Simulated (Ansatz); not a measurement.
## The perfect armchair MoS2 nanoribbon (N = 7, bare edges)

Aim: is the armchair MoS2 nanoribbon (N = 7, bare edges) a metal or a semiconductor?

Method: DFT PBE, plane waves, PAW; relaxation of a wire's period, in the first sound run; inputs show where later runs differ, in Ansatz 0.2.0.

## (1) The structure

The cell holds 21 atoms: 7 Mo and 14 S. Cell: a = 16.540 Å, b = 10.120 Å, c = 5.508 Å, α = 90.0°, β = 90.0°, γ = 90.0°. Vacuum lies along a and b. The structure's axis is c.

## (2) Relaxing the period

Band widths follow the bond lengths, so the wire is relaxed first. The atoms and the third cell vector are free; the box across stays fixed as vacuum. Moments are seeded so that a magnetic state can form if it lies lower. A Fermi-Dirac smearing is set since the result may be a metal. The pressure printed is a third of the stress's trace over the whole box, vacuum included; only the stress along the axis is relaxed.

Input file input.yaml:

```yaml
crystal:
  lattice:
    - [16.54, 0.0, 0.0]
    - [0.0, 10.12, 0.0]
    - [0.0, 0.0, 5.5079215681]
  atoms:
    - { symbol: Mo, position: [0.211608222, 0.5, 0.0], spin: 0.3 }
    - { symbol: Mo, position: [0.403869407, 0.5, 0.0] }
    - { symbol: Mo, position: [0.596130593, 0.5, 0.0] }
    - { symbol: Mo, position: [0.788391778, 0.5, 0.0], spin: 0.3 }
    - { symbol: S, position: [0.211608222, 0.654150198, 0.333333333] }
    - { symbol: S, position: [0.211608222, 0.345849802, 0.333333333] }
    - { symbol: S, position: [0.403869407, 0.654150198, 0.333333333] }
    - { symbol: S, position: [0.403869407, 0.345849802, 0.333333333] }
    - { symbol: S, position: [0.596130593, 0.654150198, 0.333333333] }
    - { symbol: S, position: [0.596130593, 0.345849802, 0.333333333] }
    - { symbol: S, position: [0.788391778, 0.654150198, 0.333333333] }
    - { symbol: S, position: [0.788391778, 0.345849802, 0.333333333] }
    - { symbol: Mo, position: [0.307738815, 0.5, 0.5] }
    - { symbol: Mo, position: [0.5, 0.5, 0.5] }
    - { symbol: Mo, position: [0.692261185, 0.5, 0.5] }
    - { symbol: S, position: [0.307738815, 0.654150198, 0.833333333] }
    - { symbol: S, position: [0.307738815, 0.345849802, 0.833333333] }
    - { symbol: S, position: [0.5, 0.654150198, 0.833333333] }
    - { symbol: S, position: [0.5, 0.345849802, 0.833333333] }
    - { symbol: S, position: [0.692261185, 0.654150198, 0.833333333] }
    - { symbol: S, position: [0.692261185, 0.345849802, 0.833333333] }
magnetization:
  spin_polarized: true
kpoints:
  mp_grid: { grid: [1, 1, 15] }
scf:
  occupations: { method: fermi_dirac, width: 0.05 }
hamiltonian:
  xc: pbe
relax:
  cell: { fix: [a, b, alpha, beta, gamma] }
  max_steps: 60
```

Launch:

```console
> ansatz run input.yaml --threads 4 --pin off --max-ram 16384MiB --backend cpu --events-out ev --progress --plain --runs-dir out
```

Numbers of over 12 decimals in the logs are rounded to 6 here.

The log of the run:

```text
Engine: ansatz 0.2.0, aarch64-unknown-linux-gnu
Pseudopotentials: kind: paw
Pseudopotential: Mo, paw, valence charge 14, recommended cutoff 420 eV (normal), Mo.paw.azcp
Pseudopotential: S, paw, valence charge 6, recommended cutoff 420 eV (normal), S.paw.azcp
Functional definition: PBE
  parameter kappa = 0.804
  parameter beta = 0.066725
  exchange = pbe_x(kappa = kappa, mu = beta*pi^2/3)
  correlation = pbe_c(beta = beta)
Crystal: 21 atoms, lattice volume = 921.942 Å³
Basis set: ecut = 420 eV, 17997 PW (Γ), exchange–correlation on 240×144×80 points (8 copies of the dense FFT grid, shifted against one another)
Bands: 113, of which v1, the nominal top of the filled ones, is band 91 counted from 1 (90 counted from 0)
Symmetry: 4 space group operations
Space group: Pmm2 (ITA 25), of the structure as read, at distance tolerance 9.7e-5 Å
Magnetic group: BNS 25.57 (UNI 155), of the structure as read, at distance tolerance 9.7e-5 Å
k-points: 8 of 15 (time reversal used)
Non-local potential: Mo, projectors of the file, l = 0: 3, l = 1: 2, l = 2: 2, l = 3: 1
Non-local potential: S, projectors of the file, l = 0: 2, l = 1: 2, l = 2: 2
PAW form: soft (Blöchl's): semilocal exchange-correlation on the pseudo side does not see the compensation charge
PAW one-centre angular grid: Mo, 590 points (default); XC on 64 Gauss nodes
PAW one-centre angular grid: S, 110 points (default); XC on 64 Gauss nodes
Initial density: superposition of atomic densities (neutral atoms: chi_scale 0, normalization atom)
Starting moments: Σ|m| = 0.6 μB on 2 of 21 sites
Initial wavefunctions: pseudopotential atomic-orbital guess
Functional: x = pbe(κ = 0.804, μ = 0.219515), c = pbe(β = 0.066725)
SCF iter   1: F=—  HF=-47342.253343 eV  |F-HF|=—  |Δ(HF+E_count)|=         —  Δρ=2.97e-2 (↑2.97e-2 ↓2.89e-2)  dr2=5.49e1  dr2_m=8.64e-3  M=0.151 μB ∫|m|=0.544 μB  β_m=0.30  ethr=3.10e-3  ⟨swp⟩=8.3  Hψ=8099  notcnv=0
Mixer restart at iter 1: flushing history
preconditioner: auto → LDOS  [metal: Δε(μ)=0.054 eV  Ē_g=7.984 eV  σ=0.050 eV  W_gap=0.26  n_scr=142 (ndim 8)  ℏωp=13.7 eV  f_vac=0.496  D(μ)=2.75/eV (n_scr^D=8)]
spin=Collinear: LDOS preconditioning applied to the charge; magnetization (m = ρ↑ − ρ↓) channel mixes plain (no charge-response kernel on spin).
SCF iter   2: F=—  HF=-47332.569133 eV  |F-HF|=—  |Δ(HF+E_count)|=    9.68e0  Δρ=1.15e-2 (↑1.15e-2 ↓1.11e-2)  dr2=9.36e0  dr2_m=5.85e-3  M=0.031 μB ∫|m|=0.561 μB  β_m=0.32  ethr=3.10e-3  ⟨swp⟩=3.0  Hψ=4010  notcnv=0  defer=128
preconditioner: auto → Resta (q_TF=auto, 2.082 Å⁻¹)  ε∞=4.7  [insulator: Δε(μ)=0.256 eV  Ē_g=7.168 eV  σ=0.050 eV  W_gap=0.85  n_scr=142 (ndim 8)  ℏωp=13.7 eV  f_vac=0.503  D(μ)=0.73/eV (n_scr^D=0)  ε∞_Penn≈4.7  vacuum switching on, ρ_ref=3.7e-3 e/Å³]
spin=Collinear: Resta preconditioning applied to the charge; magnetization (m = ρ↑ − ρ↓) channel mixes plain (no charge-response kernel on spin).
SCF iter   3: F=—  HF=-47331.588893 eV  |F-HF|=—  |Δ(HF+E_count)|=   9.80e-1  Δρ=7.55e-3 (↑7.55e-3 ↓7.51e-3)  dr2=2.25e0  dr2_m=2.71e-3  M=0.059 μB ∫|m|=0.529 μB  β_m=0.42  ethr=3.10e-3  ⟨swp⟩=3.6  Hψ=3041  notcnv=0  defer=97
SCF iter   4: F=—  HF=-47331.158840 eV  |F-HF|=—  |Δ(HF+E_count)|=   4.30e-1  Δρ=3.71e-3 (↑3.68e-3 ↓3.71e-3)  dr2=6.89e-1  dr2_m=1.10e-3  M=0.050 μB ∫|m|=0.471 μB  β_m=0.49  ethr=1.23e-3  ⟨swp⟩=3.3  Hψ=2925  notcnv=0  defer=97
SCF iter   5: F=—  HF=-47331.133900 eV  |F-HF|=—  |Δ(HF+E_count)|=   2.49e-2  Δρ=2.21e-3 (↑2.21e-3 ↓2.19e-3)  dr2=4.21e-1  dr2_m=5.88e-4  M=0.034 μB ∫|m|=0.414 μB  β_m=0.43  ethr=3.79e-4  ⟨swp⟩=3.2  Hψ=3000  notcnv=0  defer=102
SCF iter   6: F=—  HF=-47331.101398 eV  |F-HF|=—  |Δ(HF+E_count)|=   3.25e-2  Δρ=8.09e-4 (↑7.61e-4 ↓8.09e-4)  dr2=3.28e-2  dr2_m=4.04e-4  M=0.036 μB ∫|m|=0.374 μB  β_m=0.49  ethr=2.32e-4  ⟨swp⟩=2.8  Hψ=2529  notcnv=0  defer=102
SCF iter   7: F=—  HF=-47331.105172 eV  |F-HF|=—  |Δ(HF+E_count)|=         —  Δρ=5.87e-4 (↑5.87e-4 ↓5.26e-4)  dr2=7.81e-3  dr2_m=1.58e-3  M=0.015 μB ∫|m|=0.235 μB  β_m=0.49  ethr=1.80e-5  ⟨swp⟩=2.2  Hψ=2725  notcnv=0  defer=102
SCF iter   8: F=—  HF=-47331.106082 eV  |F-HF|=—  |Δ(HF+E_count)|=   9.09e-4  Δρ=3.76e-4 (↑3.76e-4 ↓3.36e-4)  dr2=2.41e-3  dr2_m=7.75e-4  M=0.012 μB ∫|m|=0.187 μB  β_m=0.74  ethr=4.29e-6  ⟨swp⟩=1.9  Hψ=2160  notcnv=0  defer=102
SCF iter   9: F=—  HF=-47331.107455 eV  |F-HF|=—  |Δ(HF+E_count)|=   1.37e-3  Δρ=3.07e-4 (↑3.07e-4 ↓2.98e-4)  dr2=6.99e-3  dr2_m=1.57e-4  M=0.006 μB ∫|m|=0.097 μB  β_m=0.56  ethr=1.33e-6  ⟨swp⟩=2.4  Hψ=3392  notcnv=0  defer=102
SCF iter  10: F=—  HF=-47331.106807 eV  |F-HF|=—  |Δ(HF+E_count)|=   6.48e-4  Δρ=1.24e-4 (↑1.24e-4 ↓1.23e-4)  dr2=3.17e-4  dr2_m=8.44e-5  M=0.005 μB ∫|m|=0.077 μB  β_m=0.66  ethr=1.33e-6  ⟨swp⟩=2.0  Hψ=2544  notcnv=0  defer=102
SCF iter  11: F=—  HF=-47331.106870 eV  |F-HF|=—  |Δ(HF+E_count)|=   6.34e-5  Δρ=5.32e-5 (↑5.32e-5 ↓5.21e-5)  dr2=9.69e-6  dr2_m=2.13e-5  M=0.002 μB ∫|m|=0.040 μB  β_m=0.83  ethr=1.74e-7  ⟨swp⟩=2.0  Hψ=2860  notcnv=0  defer=102
SCF iter  12: F=—  HF=-47331.106924 eV  |F-HF|=—  |Δ(HF+E_count)|=   5.38e-5  Δρ=3.06e-5 (↑2.14e-5 ↓3.06e-5)  dr2=3.89e-5  dr2_m=3.50e-6  M=0.001 μB ∫|m|=0.016 μB  β_m=0.83  ethr=5.32e-9  ⟨swp⟩=3.0  Hψ=3738  notcnv=0  defer=102
SCF iter  13: F=—  HF=-47331.106927 eV  |F-HF|=—  |Δ(HF+E_count)|=   3.75e-6  Δρ=2.28e-5 (↑2.28e-5 ↓1.84e-5)  dr2=2.47e-5  dr2_m=1.17e-6  M=0.001 μB ∫|m|=0.009 μB  β_m=0.68  ethr=5.32e-9  ⟨swp⟩=2.5  Hψ=3398  notcnv=0  defer=102
SCF iter  14: F=—  HF=-47331.106927 eV  |F-HF|=—  |Δ(HF+E_count)|=   3.44e-8  Δρ=7.02e-6 (↑6.52e-6 ↓7.02e-6)  dr2=2.47e-6  dr2_m=2.30e-7  M=0.000 μB ∫|m|=0.004 μB  β_m=0.75  ethr=5.32e-9  ⟨swp⟩=2.0  Hψ=3229  notcnv=0  defer=102
SCF iter  15: F=—  HF=-47331.106928 eV  |F-HF|=—  |Δ(HF+E_count)|=   6.98e-7  Δρ=6.93e-6 (↑6.93e-6 ↓6.69e-6)  dr2=4.13e-6  dr2_m=8.85e-8  M=0.000 μB ∫|m|=0.002 μB  β_m=0.75  ethr=1.36e-9  ⟨swp⟩=2.0  Hψ=2591  notcnv=0  defer=102
SCF iter  16: F=—  HF=-47331.106928 eV  |F-HF|=—  |Δ(HF+E_count)|=   1.81e-7  Δρ=3.29e-6 (↑3.29e-6 ↓3.27e-6)  dr2=6.05e-7  dr2_m=4.06e-8  M=0.000 μB ∫|m|=0.001 μB  β_m=0.73  ethr=1.36e-9  ⟨swp⟩=2.0  Hψ=2515  notcnv=0  defer=102
SCF iter  17: F=—  HF=-47331.106928 eV  |F-HF|=—  |Δ(HF+E_count)|=   5.84e-9  Δρ=1.53e-6 (↑1.38e-6 ↓1.53e-6)  dr2=5.25e-8  dr2_m=1.23e-8  M=0.000 μB ∫|m|=0.001 μB  β_m=0.74  ethr=3.33e-10  ⟨swp⟩=2.0  Hψ=3138  notcnv=0  defer=102
SCF iter  18: F=—  HF=-47331.106928 eV  |F-HF|=—  |Δ(HF+E_count)|=   2.35e-8  Δρ=8.01e-7 (↑8.01e-7 ↓7.76e-7)  dr2=1.11e-8  dr2_m=3.98e-9  M=0.000 μB ∫|m|=0.000 μB  β_m=0.81  ethr=2.88e-11  ⟨swp⟩=2.1  Hψ=3324  notcnv=0  defer=102
[...]
Initial wavefunctions: pseudopotential atomic-orbital guess (no wavefunctions were taken with the density)
iter 1 solved again at ethr=1.45e-7 eV; its pass at ethr=3.10e-3 eV (dr2=2.63e-4 eV) is discarded
SCF iter   1: F=—  HF=-47331.831041 eV  |F-HF|=—  |Δ(HF+E_count)|=         —  Δρ=4.52e-6 (↑4.52e-6 ↓4.52e-6)  dr2=1.16e-7  dr2_m=1.81e-12  M=-0.000 μB ∫|m|=0.000 μB  β_m=0.65  ethr=1.45e-7  ⟨swp⟩=4.0  Hψ=14246  notcnv=0
eigensolver tolerance schedule: the retry pair's looser diagonalisation over-reported the residual by 2264.34 of it (diagonalisation noise at 0.12 of the residual, at the tolerance the schedule requests for it); recorded, not acted on — ethr = c·dr2/N_el stays at c = 1.0e-1
spin=Collinear: Resta preconditioning applied to the charge; magnetization (m = ρ↑ − ρ↓) channel mixes plain (no charge-response kernel on spin).
SCF iter   2: F=—  HF=-47331.831032 eV  |F-HF|=—  |Δ(HF+E_count)|=   9.15e-6  Δρ=1.60e-6 (↑1.60e-6 ↓1.60e-6)  dr2=2.40e-8  dr2_m=6.93e-13  M=-0.000 μB ∫|m|=0.000 μB  β_m=0.56  ethr=6.39e-11  ⟨swp⟩=3.2  Hψ=4782  notcnv=0
SCF iter   3: F=—  HF=-47331.831032 eV  |F-HF|=—  |Δ(HF+E_count)|=   1.23e-8  Δρ=8.63e-7 (↑8.61e-7 ↓8.63e-7)  dr2=2.96e-8  dr2_m=3.90e-13  M=-0.000 μB ∫|m|=0.000 μB  β_m=0.52  ethr=1.32e-11  ⟨swp⟩=2.0  Hψ=2512  notcnv=0
SCF iter   4: F=—  HF=-47331.831032 eV  |F-HF|=—  |Δ(HF+E_count)|=  3.35e-10  Δρ=2.88e-7 (↑2.88e-7 ↓2.88e-7)  dr2=2.40e-9  dr2_m=2.17e-13  M=-0.000 μB ∫|m|=0.000 μB  β_m=0.55  ethr=1.32e-11  ⟨swp⟩=2.0  Hψ=2442  notcnv=0
SCF iter   5: F=—  HF=-47331.831032 eV  |F-HF|=—  |Δ(HF+E_count)|=  4.73e-10  Δρ=9.08e-8 (↑9.08e-8 ↓9.07e-8)  dr2=2.98e-10  dr2_m=9.38e-14  M=-0.000 μB ∫|m|=0.000 μB  β_m=0.54  ethr=1.32e-12  ⟨swp⟩=2.0  Hψ=2476  notcnv=0
SCF iter   6: F=-47331.831032 eV  HF=-47331.831032 eV  |F-HF|=1.75e-10  |Δ(HF+E_count)|=  3.64e-11  Δρ=5.20e-8 (↑5.20e-8 ↓5.01e-8)  dr2=1.75e-10  dr2_m=3.99e-14  M=-0.000 μB ∫|m|=0.000 μB  ethr=1.00e-12  ⟨swp⟩=3.0  Hψ=6125  notcnv=0
the starting moments were not kept: the SCF closed with an absolute magnetisation of 1.6e-6 μB, where they sum to 0.6 μB in size (2 sites). That is at most 0.1 of that sum. Measured as dr2_m measures the in/out step, that magnetisation stands 9.5e-14 eV from none, at or under the dr2_threshold of 2.1e-10 eV: it is no larger than a step whose dr2_m would equal this threshold.
SCF 8 converged in 6 iterations: F = -47331.831032 eV  dr2 = 1.75e-10
relax step   8: F+E_penalty+E_count = -47331.83103229 eV  Δ(F+E_penalty+E_count) = +3.425e-4 eV  max|allowed force component| = 3.143e-3 eV/Å  Δτ_max = 0.0000 Å  P = +0.018 GPa  Ω = 913.823 Å³  fix = [a, b, alpha, beta, gamma]  reactions: a +0.005, b +0.047 GPa  stress off target by 1.40e-3 GPa on what of the cell is left free  SCF on the basis re-selected at this cell (its energy is not comparable with the rows above)  (6 SCF iters)
basis re-selected at this cell: Δ(F+E_penalty+E_count) = +3.425e-4 eV, ΔP = +0.000 GPa vs the last step (what re-selecting the basis moved, of the pressure what is left beyond the Pulay correction that the steps carried, after the strain that the cell walked since its last selection, with what the two solves' SCF thresholds leave and, on support functions, any second-order correction that the steps lacked; it is no m [...]
SCF converged after 6 iterations
Magnetization: -0.0000 μB (91.0000 up, 91.0000 down)
Absolute magnetization: 0.0000 μB (∫|ρ↑−ρ↓|, with the PAW one-centre terms)
Spin contamination: 0.0000 ħ² per cell (⟨S²⟩ above its minimum at these occupations)
Per-site moments (μB) at R_I (Å): [(-2.1430563927390364e-7, 0.943736), (5.570207095409508e-8, 0.992410), (5.570207095409497e-8, 0.992410), (-2.143056392739034e-7, 0.943736), (3.886017783856391e-8, 0.943736), (3.886017779727664e-8, 0.943736), (-6.618788835624823e-9, 0.994238), (-6.618788784873572e-9, 0.994238), (-6.618788835624831e-9, 0.994238), (-6.618788784873581e-9, 0.994238), (3.886017783856388e-8, 0.943736), (3.8 [...]
Free energy (F): -47331.831032 eV
Harris-Foulkes:  -47331.831032 eV  (|F-HF|=1.75e-10)
Internal energy: -47331.824820 eV  (E = F + TS)
E sigma→0 (E₀):  -47331.827926 eV
Entropy (-TS):   -0.006212 eV (-0.296 meV/atom)
Fermi energy:    1.375070 eV
--- Per-component energies (eV) ---
  E_band       = -2771.570480
  E_kinetic    = 4578.494075
  E_local      = -50576.605648  (includes V_loc(G=0)·N_el)
  E_nonlocal   = 1397.612677
  E_hartree    = 22861.756214
  E_xc         = -2639.053953
  E_vxc        = -2820.194967  (∫ρ·V_xc dr)
  E_paw        = -30811.439824  (= ΣΔE_a)
  E_vpaw       = -1074.389200  (= ΣTr[D̂ρ^β])
  E_aug_tail   = 0.000301  (compensation charges beyond the density's cutoff)
  E_ewald      = 7857.411337
  E_smearing   = -0.006212  (= −TS)
  E_closure    = 0.000000  (closes the sum)
  Σ components = -47331.831032   (vs F -47331.831032, Δ=0.00e0)
--- Forces (eV/Å), atoms counted from 1 ---
  atom   1  Mo     0.00258311    -0.00000000    -0.00064355
  atom   2  Mo    -0.00084747     0.00000000     0.00224707
  atom   3  Mo     0.00084747     0.00000000     0.00224707
  atom   4  Mo    -0.00258311    -0.00000000    -0.00064355
  atom   5  S     -0.00009885     0.00097479     0.00069589
  atom   6  S     -0.00009885    -0.00097479     0.00069589
  atom   7  S      0.00029470     0.00037614    -0.00038234
  atom   8  S      0.00029470    -0.00037614    -0.00038234
  atom   9  S     -0.00029470     0.00037614    -0.00038234
  atom  10  S     -0.00029470    -0.00037614    -0.00038234
  atom  11  S      0.00009885     0.00097479     0.00069589
  atom  12  S      0.00009885    -0.00097479     0.00069589
  atom  13  Mo    -0.00314299    -0.00000000    -0.00175355
  atom  14  Mo    -0.00000000     0.00000000     0.00004673
  atom  15  Mo     0.00314299    -0.00000000    -0.00175355
  atom  16  S     -0.00077595     0.00148530    -0.00009481
  atom  17  S     -0.00077595    -0.00148530    -0.00009481
  atom  18  S      0.00000000     0.00062251    -0.00031382
  atom  19  S      0.00000000    -0.00062251    -0.00031382
  atom  20  S      0.00077595     0.00148530    -0.00009481
  atom  21  S      0.00077595    -0.00148530    -0.00009481
  max |Σ_I F_I| component: 5.99e-6 eV/Å
--- Stress (GPa, compression-positive) ---
        0.005163      -0.000000      -0.000000
       -0.000000       0.047255       0.000000
       -0.000000       0.000000       0.001403
  P = ⅓ Tr σ = 0.0179 GPa (0.179 kbar)
--- Relaxed structure (7 steps of the walk, 7 accepted, 1 SCFs on fresh bases) ---
  F+E_penalty+E_count = -47331.83103229 eV   max|allowed force component| = 3.143e-3 eV/Å   (the final SCF, on the basis selected at the relaxed cell)
  cell:  # Å, volume = 913.8231 Å³
    - [16.54, 0, 0]
    - [0, 10.12, 0]
    - [0, 0, 5.459415]
  atoms:
    - { symbol: Mo, position: [0.221497, 0.5, 0.020940] }
    - { symbol: Mo, position: [0.403448, 0.5, -0.00516961] }
    - { symbol: Mo, position: [0.596552, 0.5, -0.00516961] }
    - { symbol: Mo, position: [0.778503, 0.5, 0.020940] }
    - { symbol: S, position: [0.205971, 0.653641, 0.324734] }
    - { symbol: S, position: [0.205971, 0.346359, 0.324734] }
    - { symbol: S, position: [0.401685, 0.652029, 0.334634] }
    - { symbol: S, position: [0.401685, 0.347971, 0.334634] }
    - { symbol: S, position: [0.598315, 0.652029, 0.334634] }
    - { symbol: S, position: [0.598315, 0.347971, 0.334634] }
    - { symbol: S, position: [0.794029, 0.653641, 0.324734] }
    - { symbol: S, position: [0.794029, 0.346359, 0.324734] }
    - { symbol: Mo, position: [0.302435, 0.5, 0.507786] }
    - { symbol: Mo, position: [0.5, 0.5, 0.499839] }
    - { symbol: Mo, position: [0.697565, 0.5, 0.507786] }
    - { symbol: S, position: [0.308079, 0.657834, 0.828959] }
    - { symbol: S, position: [0.308079, 0.342166, 0.828959] }
    - { symbol: S, position: [0.5, 0.654957, 0.833203] }
    - { symbol: S, position: [0.5, 0.345043, 0.833203] }
    - { symbol: S, position: [0.691921, 0.657834, 0.828959] }
    - { symbol: S, position: [0.691921, 0.342166, 0.828959] }
```

Wall time 9.7 min (4 threads of Arm Neoverse V2, shared host); peak memory 2.7 GiB; 38 min of CPU time.

Step by step:

| step | energy less that of the first step (eV) | largest force component (eV/Å) | pressure (GPa) | volume (Å³) |
| --- | --- | --- | --- | --- |
| 1 | 0.0000 | 1.8917 | -1.06 | 921.94 |
| 2 | -0.6475 | 0.7339 | 0.29 | 911.67 |
| 3 | -0.7055 | 0.2647 | 0.03 | 913.14 |
| 4 | -0.7211 | 0.1427 | 0.04 | 912.49 |
| 5 | -0.7240 | 0.0327 | 0.00 | 914.09 |
| 6 | -0.7244 | 0.0139 | 0.02 | 913.74 |
| 7 | -0.7244 | 0.0032 | 0.02 | 913.82 |
| 8* | -0.7241 | 0.0031 | 0.02 | 913.82 |

Relaxation steps marked * repeat the geometry before them on a plane-wave basis chosen anew for their cell, so energy and pressure can jump there.

The run keeps the 4 symmetry operations that it works with, so distortions that break them were not tested.

| cell as run | before | after | change |
| --- | --- | --- | --- |
| c (Å) | 5.508 | 5.459 | -0.9 % |

The atoms that moved most (Å, along periodic axes as changes of fractional coordinates times the final cell, across vacuum about the mean position):

| atom | dx | dy | dz | length |
| --- | --- | --- | --- | --- |
| Mo4 | -0.164 | 0.000 | 0.114 | 0.200 |
| Mo1 | 0.164 | 0.000 | 0.114 | 0.200 |
| S12 | 0.093 | 0.005 | -0.047 | 0.105 |
| S11 | 0.093 | -0.005 | -0.047 | 0.105 |
| S6 | -0.093 | 0.005 | -0.047 | 0.105 |
| S5 | -0.093 | -0.005 | -0.047 | 0.105 |
| Mo13 | -0.088 | 0.000 | 0.043 | 0.097 |
| Mo15 | 0.088 | 0.000 | 0.043 | 0.097 |

Numbers from this step:

```yaml
energy_at_zero_smearing: -47331.8279 eV
cell_length_along_the_wire: 5.459 Å
```

The cell's length comes to 5.459 Å with no moment.

(Continued in part 2 of 4.)

[Logs are printed without paths, hosts, clocks, repeated set-up lines and the standing remarks that a program may print on its own settings, such as how far it seeks lower states.]

[Hosts, paths, dates, database ids (printed as entryN), source tags and the programs' standing remarks are cut or masked in the printed files.]
